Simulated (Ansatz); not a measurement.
Input, command and steps of an Ansatz relaxation.

```yaml
crystal:
  lattice:
    - [0.0, 2.982039123, 2.982039123]
    - [2.982039123, 0.0, 2.982039123]
    - [2.982039123, 2.982039123, 0.0]
  atoms:
    - { symbol: Hf, position: [0.0, 0.0, 0.0] }
    - { symbol: Hf, position: [0.25, 0.25, 0.25] }
    - { symbol: H, position: [0.625, 0.625, 0.625] }
    - { symbol: H, position: [0.125, 0.625, 0.625] }
    - { symbol: H, position: [0.625, 0.625, 0.125] }
    - { symbol: H, position: [0.625, 0.125, 0.625] }
basis:
  ecutwfc: 420
kpoints:
  mp_grid: { grid: [6, 6, 6] }
hamiltonian:
  xc: pbe
scf:
  occupations: { method: gaussian, width: 0.1 }
  lower_state_search: "off"
output:
  forces: true
  stress: true
  eigenvalues: true
relax:
  adjacent_minimum: "off"
  f_tol: 0.04
  max_steps: 70
  cell: { stress_tol: 0.4 }
```

```bash
ansatz run input.yaml --threads 1 --pin off --max-ram 2560MiB --backend cpu --events-out ev --progress --plain --runs-dir out
```

Theory: Ansatz 0.2.0, DFT PBE, scalar-relativistic, plane waves, PAW.

Of 5 frames 5 are shown, positions in Å and forces in eV/Å; the SCF threshold varies from step to step. Steps run on the plane waves of an earlier cell, with a Pulay correction in the pressure. The basis is chosen afresh for the last frame, the zero of the energies, and at times for earlier ones too; energy and pressure step there, also at an unchanged geometry. Here that happened at step 5 (-3 meV/atom, 0.2 GPa); the frames before carry an error of that size.

```xyz
6
Lattice="0.0000 2.9820 2.9820 2.9820 0.0000 2.9820 2.9820 2.9820 0.0000" Properties=species:S:1:pos:R:3:forces:R:3 pbc="T T T" step=1 free_energy_over_end_meV_per_atom=88.17 pressure_GPa=19.00
Hf    0.0000    0.0000    0.0000    0.0000    0.0000    0.0000
Hf    1.4910    1.4910    1.4910    0.0000    0.0000    0.0000
H     3.7275    3.7275    3.7275    0.0000    0.0000    0.0000
H     3.7275    2.2365    2.2365    0.0000    0.0000    0.0000
H     2.2365    2.2365    3.7275    0.0000    0.0000    0.0000
H     2.2365    3.7275    2.2365    0.0000    0.0000    0.0000
6
Lattice="0.0000 3.1274 3.1274 3.1274 0.0000 3.1274 3.1274 3.1274 0.0000" Properties=species:S:1:pos:R:3:forces:R:3 pbc="T T T" step=2 free_energy_over_end_meV_per_atom=5.09 pressure_GPa=2.73
Hf    0.0000    0.0000    0.0000    0.0000    0.0000    0.0000
Hf    1.5637    1.5637    1.5637    0.0000    0.0000    0.0000
H     3.9093    3.9093    3.9093    0.0000    0.0000    0.0000
H     3.9093    2.3456    2.3456    0.0000    0.0000    0.0000
H     2.3456    2.3456    3.9093    0.0000    0.0000    0.0000
H     2.3456    3.9093    2.3456    0.0000    0.0000    0.0000
6
Lattice="0.0000 3.1547 3.1547 3.1547 0.0000 3.1547 3.1547 3.1547 0.0000" Properties=species:S:1:pos:R:3:forces:R:3 pbc="T T T" step=3 free_energy_over_end_meV_per_atom=2.72 pressure_GPa=0.44
Hf    0.0000    0.0000    0.0000    0.0000    0.0000    0.0000
Hf    1.5774    1.5774    1.5774    0.0000    0.0000    0.0000
H     3.9434    3.9434    3.9434    0.0000    0.0000    0.0000
H     3.9434    2.3660    2.3660    0.0000    0.0000    0.0000
H     2.3660    2.3660    3.9434    0.0000    0.0000    0.0000
H     2.3660    3.9434    2.3660    0.0000    0.0000    0.0000
6
Lattice="0.0000 3.1601 3.1601 3.1601 0.0000 3.1601 3.1601 3.1601 0.0000" Properties=species:S:1:pos:R:3:forces:R:3 pbc="T T T" step=4 free_energy_over_end_meV_per_atom=2.69 pressure_GPa=0.01
Hf    0.0000    0.0000    0.0000    0.0000    0.0000    0.0000
Hf    1.5800    1.5800    1.5800    0.0000    0.0000    0.0000
H     3.9501    3.9501    3.9501    0.0000    0.0000    0.0000
H     3.9501    2.3700    2.3700    0.0000    0.0000    0.0000
H     2.3700    2.3700    3.9501    0.0000    0.0000    0.0000
H     2.3700    3.9501    2.3700    0.0000    0.0000    0.0000
6
Lattice="0.0000 3.1601 3.1601 3.1601 0.0000 3.1601 3.1601 3.1601 0.0000" Properties=species:S:1:pos:R:3:forces:R:3 pbc="T T T" step=5 free_energy_over_end_meV_per_atom=0.00 pressure_GPa=0.18
Hf    0.0000    0.0000    0.0000    0.0000    0.0000    0.0000
Hf    1.5800    1.5800    1.5800    0.0000    0.0000    0.0000
H     3.9501    3.9501    3.9501    0.0000    0.0000    0.0000
H     3.9501    2.3700    2.3700    0.0000    0.0000    0.0000
H     2.3700    2.3700    3.9501    0.0000    0.0000    0.0000
H     2.3700    3.9501    2.3700    0.0000    0.0000    0.0000
```

The start puts this composition into another compound's structure type, which needn't suit it. At the end the space group is Fd-3m (tolerance 0.05 Å).

Time: 9.5 s on 1 thread of Arm Neoverse V2, with other jobs on the host, peak memory 0.33 GiB.

The k mesh is coarse. Spin–orbit coupling is left out, which can shift energies with elements as heavy as these.